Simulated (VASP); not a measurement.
# SiO2 (P6_422) in VASP: settings compared

The runs below take SiO2 through dielectric tensor, band structure, with LDA, r2SCAN, TB-mBJ.

Program: VASP 6.6.1. These are calculated values, not measurements. Logs are shortened: lines on timing, memory, paths and dates and some standing lists are left out, and cuts for length are marked.

## Step 1: The structure

It takes space group P6_422 (No. 181, hexagonal). The conventional cell has a = 5.061 Å, b = 5.061 Å, c = 5.541 Å, α = 90.00°, β = 90.00°, γ = 120.00°. Around Si (site symmetry 222) lie 4 O at 1.61 Å. O (site symmetry 2) is surrounded by 2 Si at 1.61 Å.

The cell comes from a database or a generator and needn't be the stable form of this composition.

## Step 2: Dielectric tensor, LDA

The input, INCAR:

```
  PREC = Accurate
  ENCUT = 520
  EDIFF = 1E-8
  ISMEAR = 0
  SIGMA = 0.02
  LREAL = False
  LASPH = True
  NELM = 80
  ALGO = Normal
  ISIF = 2
  LWAVE = False
  LCHARG = False
  GGA = CA
  LEPSILON = True
  KPAR = 4
```

The input, KPOINTS:

```
Automatic mesh
0
Gamma
  6 6 6
```

The input, POSCAR:

```
SiO2
1.0
    5.0605222284      0.0000000000      0.0000000000
   -2.5302611142      4.3825408062      0.0000000000
    0.0000000000      0.0000000000      5.5413533100
Si O
3 6
Direct
    0.5000000000      0.0000000000      0.0000000000
    0.5000000000      0.5000000000      0.6666666667
    0.0000000000      0.5000000000      0.3333333333
    0.2086053700      0.7913946300      0.1666666667
    0.2086053700      0.4172107400      0.5000000000
    0.4172107400      0.2086053700      0.8333333333
    0.7913946300      0.2086053700      0.1666666667
    0.7913946300      0.5827892600      0.5000000000
    0.5827892600      0.7913946300      0.8333333333
```

Potentials or basis: VASP PAW LDA potentials, release 64 (Si, O).

The run is started by

```console
$ cat potpaw_LDA.64/Si/POTCAR potpaw_LDA.64/O/POTCAR > POTCAR
$ mpirun -np 4 vasp_std > vasp.out
```

OUTCAR:

```text
PREC = Accurate
   ENCUT = 520
   EDIFF = 1E-8
   ISMEAR = 0
   LREAL = False
   LASPH = True
   NELM = 80
   ISIF = 2
   GGA = CA
   LEPSILON = True

 ion  position               nearest neighbor table
   1  0.500  0.000  0.000-   6 1.61   9 1.61   7 1.61   4 1.61   2 3.13   3 3.13   2 3.13   3 3.13

   2  0.500  0.500  0.667-   6 1.61   9 1.61   8 1.61   5 1.61   1 3.13   1 3.13   3 3.13   3 3.13

   3  0.000  0.500  0.333-   4 1.61   7 1.61   5 1.61   8 1.61   1 3.13   1 3.13   2 3.13   2 3.13

   4  0.209  0.791  0.167-   3 1.61   1 1.61
   5  0.209  0.417  0.500-   2 1.61   3 1.61
   6  0.417  0.209  0.833-   2 1.61   1 1.61
   7  0.791  0.209  0.167-   3 1.61   1 1.61
   8  0.791  0.583  0.500-   2 1.61   3 1.61
   9  0.583  0.791  0.833-   2 1.61   1 1.61

  LATTYP: Found a hexagonal cell.
 ALAT       =     5.0605222284
 C/A-ratio  =     1.0950160991

  Lattice vectors:

 A1 = (   5.0605222284,   0.0000000000,   0.0000000000)
 A2 = (  -2.5302611142,   4.3825408062,   0.0000000000)
 A3 = (   0.0000000000,   0.0000000000,   5.5413533100)

Analysis of symmetry for initial positions (statically):
=====================================================================
 Subroutine PRICEL returns:
 Original cell was already a primitive cell.

 Routine SETGRP: Setting up the symmetry group for a
 hexagonal supercell.

 Subroutine GETGRP returns: Found 12 space group operations
 (whereof  4 operations were pure point group operations)
 out of a pool of 24 trial point group operations.

The static configuration has the point symmetry D_2 .
 The point group associated with its full space group is D_6 .

Analysis of symmetry for dynamics (positions and initial velocities):
=====================================================================
 Subroutine PRICEL returns:
 Original cell was already a primitive cell.

 Routine SETGRP: Setting up the symmetry group for a
 hexagonal supercell.

 Subroutine GETGRP returns: Found 12 space group operations
 (whereof  4 operations were pure point group operations)
 out of a pool of 24 trial point group operations.

The dynamic configuration has the point symmetry D_2 .
 The point group associated with its full space group is D_6 .

 Subroutine INISYM returns: Found 12 space group operations
 (whereof  4 operations are pure point group operations),
 and found     1 'primitive' translations

----------------------------------------------------------------------------------------

[... 964 lines left out ...]
 ------------------------------------------------------
           2.495666     0.000000     0.000000
          -0.000000     2.495666     0.000000
           0.000000     0.000000     2.494059
 ------------------------------------------------------

 Free energy of the ion-electron system (eV)
  ---------------------------------------------------
  ---------------------------------------------------
  free energy    TOTEN  =        -0.49590648 eV

  energy without entropy =       -0.49590648

------------------------ aborting loop because EDIFF is reached ----------------------------------------

--------------------------------------- Ionic step        2  -------------------------------------------

------------------------ aborting loop because EDIFF is reached ----------------------------------------

--------------------------------------- Ionic step        3  -------------------------------------------

 Free energy of the ion-electron system (eV)
  ---------------------------------------------------
  ---------------------------------------------------
  free energy    TOTEN  =        -0.50394772 eV

  energy without entropy =       -0.50394772

------------------------ aborting loop because EDIFF is reached ----------------------------------------

 PIEZOELECTRIC TENSOR FIELD DIRECTION 3  (e Angst)
 -----------------------------------------------------------------------------
     0.00019 -0.00000  0.00000           (  0.00000  0.00000  0.00000)
     0.00000  0.00019 -0.00000           (  0.00000  0.00000  0.00000)
    -0.00000  0.00000 -0.00005           ( -0.00000  0.00000 -0.00000)

 PIEZOELECTRIC TENSOR FIELD DIRECTION 3  (C/m^2)
 -----------------------------------------------------------------------------
     0.00002 -0.00000  0.00000
     0.00000  0.00002 -0.00000
    -0.00000  0.00000 -0.00001

 MACROSCOPIC STATIC DIELECTRIC TENSOR (including local field effects in DFT)
 ------------------------------------------------------
           2.363406    -0.000000     0.000000
           0.000000     2.363406    -0.000000
           0.000000     0.000000     2.383775
 ------------------------------------------------------

 PIEZOELECTRIC TENSOR (including local field effects)  for field in x, y, z        (e  Angst)
          XX          YY          ZZ          XY          YZ          ZX
  --------------------------------------------------------------------------------
  x     0.00000     0.00000     0.00000     0.00000     0.45145     0.00000
  y     0.00000     0.00000     0.00000     0.00000     0.00000    -0.45145
  z     0.00000     0.00000     0.00000     0.00000     0.00000     0.00000

 PIEZOELECTRIC TENSOR (including local field effects)  for field in x, y, z        (C/m^2)
          XX          YY          ZZ          XY          YZ          ZX
  --------------------------------------------------------------------------------
  x     0.00000     0.00000     0.00000     0.00000     0.05885     0.00000
  y     0.00000     0.00000     0.00000     0.00000     0.00000    -0.05885
  z     0.00000     0.00000     0.00000     0.00000     0.00000     0.00000

 BORN EFFECTIVE CHARGES (including local field effects) (in |e|, cummulative output)
 ---------------------------------------------------------------------------------
 ion    1
    1     3.02237     0.00000     0.00000
    2     0.00000     3.72047     0.00000
    3     0.00000     0.00000     3.45535
 ion    2
    1     3.54595    -0.30229     0.00000
    2    -0.30229     3.19690     0.00000
    3     0.00000    -0.00000     3.45535
 ion    3
    1     3.54595     0.30229    -0.00000
    2     0.30229     3.19690     0.00000
    3     0.00000    -0.00000     3.45535
 ion    4
    1    -1.36378    -0.55761     0.43906
    2    -0.55761    -2.00765     0.76047
    3     0.44060     0.76315    -1.72767
 ion    5
[... 4 lines left out ...]
    1    -1.36378     0.55761    -0.43906
    2     0.55761    -2.00765     0.76047
    3    -0.44060     0.76315    -1.72767
 ion    7
    1    -1.36378    -0.55761    -0.43906
    2    -0.55761    -2.00765    -0.76047
    3    -0.44060    -0.76315    -1.72767
 ion    8
    1    -2.32958     0.00000     0.87812
    2     0.00000    -1.04184     0.00000
    3     0.88121     0.00000    -1.72767
 ion    9
    1    -1.36378     0.55761     0.43906
    2     0.55761    -2.00765    -0.76047
    3     0.44060    -0.76315    -1.72767
```

OSZICAR:

```text
N       E                     dE             d eps       ncg     rms          rms(c)
DAV:   1     0.312531964701E+03    0.31253E+03   -0.25303E+04  1624   0.152E+03
DAV:   2    -0.659597459989E+02   -0.37849E+03   -0.36965E+03  2186   0.340E+02
DAV:   3    -0.878317362559E+02   -0.21872E+02   -0.21807E+02  1904   0.927E+01
[... 12 lines left out ...]
RMM:   6    -0.503706102751E+00   -0.49393E-03   -0.13697E-05  3237   0.218E-02    0.667E-03
RMM:   7    -0.503919338874E+00   -0.21324E-03   -0.17745E-06  3076   0.780E-03    0.893E-04
RMM:   8    -0.503943087695E+00   -0.23749E-04   -0.22643E-07  3220   0.186E-03    0.369E-04
RMM:   9    -0.503948937401E+00   -0.58497E-05   -0.14862E-07  3254   0.103E-03    0.740E-05
RMM:  10    -0.503946984807E+00    0.19526E-05   -0.14781E-07  2912   0.771E-04    0.421E-05
RMM:  11    -0.503947721420E+00   -0.73661E-06   -0.17198E-07  2226   0.691E-04    0.674E-06
```

Wall time 17 min (4 MPI ranks of AMD EPYC 7R43 (Zen 3), shared host); peak memory 0.56 GiB.

What came out:

```
Band gap on the k mesh                  : 5.45 eV, indirect (least direct gap 5.64 eV)
Electronic dielectric tensor (diagonal) : 2.36, 2.36, 2.38
Born charges (mean of the diagonal)     : Si +3.40; O -1.70 e
```

Electronic dielectric tensor:
```
2.36 0.00 0.00
0.00 2.36 0.00
0.00 0.00 2.38
```

Born effective charge tensors (e):
atom 1, Si
```
3.02 0.00 0.00
0.00 3.72 0.00
0.00 0.00 3.46
```
atom 2, Si
```
 3.55 -0.30  0.00
-0.30  3.20  0.00
 0.00  0.00  3.46
```
atom 3, Si
```
3.55 0.30 0.00
0.30 3.20 0.00
0.00 0.00 3.46
```
atom 4, O
```
-1.36 -0.56  0.44
-0.56 -2.01  0.76
 0.44  0.76 -1.73
```
atom 5, O
```
-2.33  0.00 -0.88
 0.00 -1.04  0.00
-0.88  0.00 -1.73
```
atom 6, O
```
-1.36  0.56 -0.44
 0.56 -2.01  0.76
-0.44  0.76 -1.73
```
atom 7, O
```
-1.36 -0.56 -0.44
-0.56 -2.01 -0.76
-0.44 -0.76 -1.73
```
atom 8, O
```
-2.33  0.00  0.88
 0.00 -1.04  0.00
 0.88  0.00 -1.73
```
atom 9, O
```
-1.36  0.56  0.44
 0.56 -2.01 -0.76
 0.44 -0.76 -1.73
```

A k mesh can miss the band edges. LDA gaps usually lie below the measured ones, often by a third to a half.

## Step 3: Band structure, LDA

The input, INCAR:

```
PREC = Accurate
ENCUT = 520
EDIFF = 1E-6
ISMEAR = 0
SIGMA = 0.02
LREAL = F
LASPH = T
NELM = 100
ALGO = Normal
ISIF = 2
LWAVE = F
LCHARG = F
KPAR = 2
```

KPOINTS is that of step 2.

POSCAR is that of step 2.

The input, KPOINTS_OPT:

```
path GMKGALHA,LM,KH
15
line-mode
reciprocal
 0.0000000000  0.0000000000  0.0000000000  G
 0.5000000000  0.0000000000  0.0000000000  M

 0.5000000000  0.0000000000  0.0000000000  M
 0.3333333333  0.3333333333  0.0000000000  K

 0.3333333333  0.3333333333  0.0000000000  K
 0.0000000000  0.0000000000  0.0000000000  G

 0.0000000000  0.0000000000  0.0000000000  G
 0.0000000000  0.0000000000  0.5000000000  A

 0.0000000000  0.0000000000  0.5000000000  A
 0.5000000000  0.0000000000  0.5000000000  L

 0.5000000000  0.0000000000  0.5000000000  L
 0.3333333333  0.3333333333  0.5000000000  H

 0.3333333333  0.3333333333  0.5000000000  H
 0.0000000000  0.0000000000  0.5000000000  A

 0.5000000000  0.0000000000  0.5000000000  L
 0.5000000000  0.0000000000  0.0000000000  M

 0.3333333333  0.3333333333  0.0000000000  K
 0.3333333333  0.3333333333  0.5000000000  H
```

Potentials or basis: VASP PAW LDA potentials, release 64 (Si, O).

The run is started by

```console
$ cat potpaw_LDA.64/Si/POTCAR potpaw_LDA.64/O/POTCAR > POTCAR
$ mpirun -np 2 vasp_std > vasp.out
```

Wall time 2.1 min (2 MPI ranks of AMD EPYC 9R14 (Zen 4), shared host); peak memory 0.24 GiB.

The run converged. Its results:

```
Free energy             : -77.8096 eV
Pressure                : -1.1 GPa
Largest force           : 0.012 eV/Å
Band gap on the k mesh  : 5.45 eV, indirect (least direct gap 5.64 eV)
Band gap along the path : 5.44 eV, indirect (least direct gap 5.64 eV)
```

Forces in eV/Å, atoms in the order of the input:
```
Si   0.000  0.000  0.000
Si   0.000  0.000  0.000
Si   0.000  0.000  0.000
O    0.010 -0.006  0.000
O    0.000  0.012  0.000
O    0.010  0.006  0.000
O   -0.010  0.006  0.000
O    0.000 -0.012  0.000
O   -0.010 -0.006  0.000
```

Levels at the corners of the path, in eV from the valence-band top:
| point | band 21 | band 22 | band 23 | band 24 | band 25 | band 26 | band 27 | band 28 |
| --- | --- | --- | --- | --- | --- | --- | --- | --- |
| Γ | -1.01 | -0.49 | -0.49 | -0.20 | 5.44 | 8.68 | 8.68 | 8.93 |
| M | -1.20 | -1.03 | -0.36 | -0.01 | 7.48 | 8.31 | 9.34 | 9.40 |
| M | -1.20 | -1.03 | -0.36 | -0.01 | 7.48 | 8.31 | 9.34 | 9.40 |
| K | -1.48 | -0.50 | -0.50 | -0.07 | 8.22 | 8.22 | 8.81 | 9.23 |
| K | -1.48 | -0.50 | -0.50 | -0.07 | 8.22 | 8.22 | 8.81 | 9.23 |
| Γ | -1.01 | -0.49 | -0.49 | -0.20 | 5.44 | 8.68 | 8.68 | 8.93 |
| Γ | -1.01 | -0.49 | -0.49 | -0.20 | 5.44 | 8.68 | 8.68 | 8.93 |
| A | -1.19 | -0.29 | -0.01 | -0.01 | 7.26 | 7.26 | 8.17 | 9.51 |
| A | -1.19 | -0.29 | -0.01 | -0.01 | 7.26 | 7.26 | 8.17 | 9.51 |
| L | -0.95 | -0.75 | -0.72 | -0.36 | 8.46 | 8.89 | 8.95 | 9.10 |
| L | -0.95 | -0.75 | -0.72 | -0.36 | 8.46 | 8.89 | 8.95 | 9.10 |
| H | -0.93 | -0.90 | -0.69 | -0.69 | 8.48 | 9.12 | 9.12 | 9.33 |
| H | -0.93 | -0.90 | -0.69 | -0.69 | 8.48 | 9.12 | 9.12 | 9.33 |
| A | -1.19 | -0.29 | -0.01 | -0.01 | 7.26 | 7.26 | 8.17 | 9.51 |
| L | -0.95 | -0.75 | -0.72 | -0.36 | 8.46 | 8.89 | 8.95 | 9.10 |
| M | -1.20 | -1.03 | -0.36 | -0.01 | 7.48 | 8.31 | 9.34 | 9.40 |
| K | -1.48 | -0.50 | -0.50 | -0.07 | 8.22 | 8.22 | 8.81 | 9.23 |
| H | -0.93 | -0.90 | -0.69 | -0.69 | 8.48 | 9.12 | 9.12 | 9.33 |

LDA gaps usually lie below the measured ones, often by a third to a half.

## Step 4: Band structure, r2SCAN

Edit INCAR of step 3 so:

```diff
@@ -12,2 +12,4 @@
 LCHARG = F
+METAGGA = R2SCAN
+LMIXTAU = T
 KPAR = 2
```

KPOINTS is that of step 3.

POSCAR is that of step 3.

KPOINTS_OPT is that of step 3.

Potentials or basis: VASP PAW PBE potentials, release 64 (Si, O).

The run is started by

```console
$ cat potpaw_PBE.64/Si/POTCAR potpaw_PBE.64/O/POTCAR > POTCAR
$ mpirun -np 2 vasp_std > vasp.out
```

Run time: 9.1 min. Hardware: 2 MPI ranks of AMD EPYC 9R14 (Zen 4), shared host; peak memory 0.31 GiB.

The run converged. Its results:

* Free energy: -89.3560 eV
* Pressure: 0.3 GPa
* Largest force: 0.020 eV/Å
* Band gap on the k mesh: 6.30 eV, indirect (least direct gap 6.49 eV)
* Band gap along the path: 6.29 eV, indirect (least direct gap 6.49 eV)

Forces in eV/Å, atoms in the order of the input:
```
Si   0.000  0.000  0.000
Si   0.000  0.000  0.000
Si   0.000  0.000  0.000
O   -0.017  0.010  0.000
O    0.000 -0.020  0.000
O   -0.017 -0.010  0.000
O    0.017 -0.010  0.000
O    0.000  0.020  0.000
O    0.017  0.010  0.000
```

Levels at the corners of the path, in eV from the valence-band top:
```tsv
point	band 22	band 23	band 24	band 25	band 26	band 27
Γ	-0.47	-0.47	-0.20	6.29	9.73	9.73
M	-1.03	-0.36	-0.01	8.41	9.26	10.38
M	-1.03	-0.36	-0.01	8.41	9.26	10.38
K	-0.50	-0.50	-0.07	9.15	9.15	9.82
K	-0.50	-0.50	-0.07	9.15	9.15	9.82
Γ	-0.47	-0.47	-0.20	6.29	9.73	9.73
Γ	-0.47	-0.47	-0.20	6.29	9.73	9.73
A	-0.30	-0.01	-0.01	8.16	8.16	9.24
A	-0.30	-0.01	-0.01	8.16	8.16	9.24
L	-0.74	-0.71	-0.35	9.51	9.90	9.99
L	-0.74	-0.71	-0.35	9.51	9.90	9.99
H	-0.90	-0.68	-0.68	9.64	10.07	10.07
H	-0.90	-0.68	-0.68	9.64	10.07	10.07
A	-0.30	-0.01	-0.01	8.16	8.16	9.24
L	-0.74	-0.71	-0.35	9.51	9.90	9.99
M	-1.03	-0.36	-0.01	8.41	9.26	10.38
K	-0.50	-0.50	-0.07	9.15	9.15	9.82
H	-0.90	-0.68	-0.68	9.64	10.07	10.07
```

Caveat: the PAW data sets were made with another functional, which shifts forces and pressure a little. r2SCAN opens gaps a little over a GGA but as a rule still falls short of measured ones.

## Step 5: Band structure, TB-mBJ

POSCAR is that of step 4.

The input, INCAR.step1:

```
PREC = Accurate
ENCUT = 520
EDIFF = 1E-5
ISMEAR = 0
SIGMA = 0.02
LREAL = F
LASPH = T
NELM = 100
ALGO = Normal
ISIF = 2
LWAVE = T
LCHARG = F
GGA = PE
KPAR = 2
```

The input, INCAR.step2:

```
PREC = Accurate
ENCUT = 520
EDIFF = 1E-6
ISMEAR = 0
SIGMA = 0.02
LREAL = F
LASPH = T
NELM = 100
ALGO = Normal
ISIF = 2
LWAVE = F
LCHARG = F
METAGGA = MBJ
ISTART = 1
KPAR = 2
```

KPOINTS is that of step 4.

KPOINTS_OPT is that of step 4.

The run is started by

```console
$ cat potpaw_PBE.64/Si/POTCAR potpaw_PBE.64/O/POTCAR > POTCAR
$ cp INCAR.step1 INCAR
$ mpirun -np 2 vasp_std > vasp.out
$ cp INCAR.step2 INCAR
$ mpirun -np 2 vasp_std > vasp.out
```

It took 4.9 min on 2 MPI ranks of AMD EPYC 9R14 (Zen 4), shared host; peak memory 0.31 GiB.

Results (log left out):

```yaml
Band_gap_on_the_k_mesh: 8.58 eV, indirect (least direct gap 8.74 eV)
Band_gap_along_the_path: 8.57 eV, indirect (least direct gap 8.74 eV)
```

Levels at the corners of the path, in eV from the valence-band top:
```
point  band 21  band 22  band 23  band 24  band 25  band 26  band 27  band 28
    Γ    -0.85    -0.32    -0.32    -0.17     8.57    11.91    11.91    12.10
    M    -0.91    -0.86    -0.30    -0.01    10.50    11.34    12.56    12.60
    M    -0.91    -0.86    -0.30    -0.01    10.50    11.34    12.56    12.60
    K    -1.18    -0.44    -0.44    -0.05    11.34    11.34    11.83    12.38
    K    -1.18    -0.44    -0.44    -0.05    11.34    11.34    11.83    12.38
    Γ    -0.85    -0.32    -0.32    -0.17     8.57    11.91    11.91    12.10
    Γ    -0.85    -0.32    -0.32    -0.17     8.57    11.91    11.91    12.10
    A    -0.89    -0.29    -0.02    -0.02    10.34    10.35    11.56    12.66
    A    -0.89    -0.29    -0.02    -0.02    10.34    10.35    11.56    12.66
    L    -0.77    -0.61    -0.58    -0.28    10.71    11.58    12.55    12.69
    L    -0.77    -0.61    -0.58    -0.28    10.71    11.58    12.55    12.69
    H    -0.75    -0.74    -0.55    -0.55    10.56    12.53    12.54    12.86
    H    -0.75    -0.74    -0.55    -0.55    10.56    12.53    12.54    12.86
    A    -0.89    -0.29    -0.02    -0.02    10.34    10.35    11.56    12.66
    L    -0.77    -0.61    -0.58    -0.28    10.71    11.58    12.55    12.69
    M    -0.91    -0.86    -0.30    -0.01    10.50    11.34    12.56    12.60
    K    -1.18    -0.44    -0.44    -0.05    11.34    11.34    11.83    12.39
    H    -0.75    -0.74    -0.55    -0.55    10.56    12.53    12.55    12.85
```

Caveat: the PAW data sets were made with another functional, which shifts forces and pressure a little.

## Step 6: Overview

| task | level | potentials or basis | ladder | further INCAR settings | gap on the mesh (eV) | pressure (GPa) | largest force (eV/Å) |
| --- | --- | --- | --- | --- | --- | --- | --- |
| dielectric tensor | LDA | VASP PAW LDA potentials, release 64 (Si, O) | free | ALGO = Normal; EDIFF = 1e-08 | 5.45 | - | - |
| band structure | LDA | VASP PAW LDA potentials, release 64 (Si, O) | gaps | ALGO = Normal; EDIFF = 1e-06 | 5.45 | -1.1 | 0.01 |
| band structure | r2SCAN | VASP PAW PBE potentials, release 64 (Si, O) | gaps | ALGO = Normal; EDIFF = 1e-06 | 6.30 | 0.3 | 0.02 |
| band structure | TB-mBJ | VASP PAW PBE potentials, release 64 (Si, O) | gaps | ALGO = Normal; EDIFF = 1e-06 | 8.58 | - | - |

Alike in all rows: no spin polarisation; cell as given; k mesh 6 × 6 × 6; cutoff (eV) 520; smearing gaussian 0.02 eV.

Caveats: the PAW data sets were made with another functional, which shifts forces and pressure a little (some runs).

Total energies depend on the potentials used, so only differences within one code and one set of settings carry meaning.
